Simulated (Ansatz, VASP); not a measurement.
# Mg9O8 (a cell with a defect): VASP beside Ansatz

```
Mg O
1.0
     0.00000    4.26650    4.26650
     4.26650    0.00000    4.26650
     4.26650    4.26650    0.00000
Mg O
9 8
Direct
  0.97742 0.97521 0.97570
  0.98040 0.98033 0.55895
  0.97740 0.57178 0.97566
  0.99997 0.49898 0.50209
  0.55404 0.98201 0.98193
  0.50205 0.99608 0.50164
  0.50277 0.49838 0.00045
  0.50205 0.50021 0.50163
  0.11041 0.13543 0.11886
  0.25470 0.24308 0.25148
  0.26579 0.24769 0.73876
  0.25464 0.75082 0.25143
  0.27090 0.74319 0.74272
  0.73081 0.25147 0.26616
  0.74380 0.26548 0.74493
  0.74286 0.74457 0.26800
  0.74380 0.74580 0.74492
```

Alike in both runs: functional PBEsol; k mesh 2 × 2 × 2; occupations gaussian, width 0.05 eV; no spin polarisation.

Ansatz relaxed the structure, and its values are those at the end. VASP's run is a single point on that final structure, the one shown.

```csv
,VASP,Ansatz
version,VASP 6.6.1,Ansatz 0.2.0
potentials or method,"VASP PAW PBE potentials, release 64 (Mg, O)","scalar-relativistic, plane waves, PAW"
plane-wave cutoff (eV),520,420
valence electrons in the cell,66,138
```

|  | VASP | Ansatz | Ansatz less VASP |
| --- | --- | --- | --- |
| rms of the force components (eV/Å) | 0.015 | 0.007 | -0.0081 |

The two sets of potentials don't hold the same shells in valence. Ansatz warned: «pseudo_functional_mismatch».

Caveats: the k mesh is coarse (spacing up to 0.64 Å⁻¹), so the values aren't converged; the PAW data sets were made with another functional, which shifts forces and pressure a little (VASP).
